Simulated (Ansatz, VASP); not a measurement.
## One calculation of SnO2, two programs

Contents of INCAR:

```
SYSTEM = SnO2
PREC     = Accurate       ! precision mode
ENCUT    = 520            ! plane-wave cutoff, eV
EDIFF    = 1E-7           ! SCF threshold, eV
ISMEAR   = 0              ! smearing method
SIGMA    = 0.05           ! smearing width, eV
LREAL    = .False.        ! projectors in reciprocal space
LASPH    = .True.         ! aspherical terms in the spheres
NELM     = 60             ! most SCF steps
ALGO     = Normal         ! electronic algorithm
ISIF     = 2              ! what is computed and relaxed
LWAVE    = .False.        ! write WAVECAR
LCHARG   = .False.        ! write CHGCAR
GGA      = PS             ! functional
NBANDS   = 20             ! bands
```

File KPOINTS:

```
Automatic mesh
0
Gamma
  12 12 12
  0 0 0
```

The input POSCAR:

```
SnO2
1.0
    1.5763225363      0.9100902406      4.3304882037
   -1.5763225363      0.9100902406      4.3304882037
    0.0000000000     -1.8201804813      4.3304882037
Sn O
1 2
Direct
    0.5000000000      0.5000000000      0.5000000000
    0.2477865012      0.2477865012      0.2477865012
    0.7522134988      0.7522134988      0.7522134988
```

Input for Ansatz:

```yaml
crystal:
  lattice:
    - [1.5763225363, 0.9100902406, 4.3304882037]
    - [-1.5763225363, 0.9100902406, 4.3304882037]
    - [0.0, -1.8201804813, 4.3304882037]
  atoms:
    - { symbol: Sn, position: [0.5, 0.5, 0.5] }
    - { symbol: O, position: [0.2477865012, 0.2477865012, 0.2477865012] }
    - { symbol: O, position: [0.7522134988, 0.7522134988, 0.7522134988] }
basis:
  ecutwfc: 520.0
kpoints:
  mp_grid: { grid: [12, 12, 12] }
hamiltonian:
  xc: pbesol
  pseudopotentials: { kind: paw, azcp: { folder: soft_1 } }
scf:
  occupations: { method: gaussian, width: 0.05 }
output:
  forces: true
  stress: true
  eigenvalues: true
  write_density: true
  write_potential: true
  elf: true
  volumetric_format: npy
```

Alike in both runs: task single point; functional PBEsol; k mesh 12 × 12 × 12; occupations gaussian, width 0.05 eV; no spin polarisation.

```csv
,VASP,Ansatz
version,VASP 6.6.1,Ansatz 0.2.0
potentials or method,"VASP PAW PBE potentials, release 64 (Sn_d, O)","scalar-relativistic, plane waves, PAW"
plane-wave cutoff (eV),520,520
valence electrons in the cell,26,26
```

Ansatz gave:

```
gap on the k mesh at the Fermi level (eV)       : 1.80
least direct gap on the mesh (eV)               : 1.80
pressure (GPa)                                  : 2.3
largest component of the traceless stress (GPa) : 5.23
rms of the force components (eV/Å)              : 0.313
```

Problem. Which values does VASP return?

Solution. gap on the k mesh at the Fermi level (eV): 1.78; least direct gap on the mesh (eV): 1.78; pressure (GPa): 3.1; largest component of the traceless stress (GPa): 5.69; rms of the force components (eV/Å): 0.281.

Atom by atom the forces differ by 0.032 eV/Å (rms over components). The functional is the same, so the differences come from potentials, cutoffs and numerics. Ansatz warned: «pseudo_functional_mismatch».

Caveats: the PAW data sets were made with another functional, which shifts forces and pressure a little (VASP); spin-orbit coupling is left out, which moves the levels of the heavy elements. A k mesh can miss the band edges.
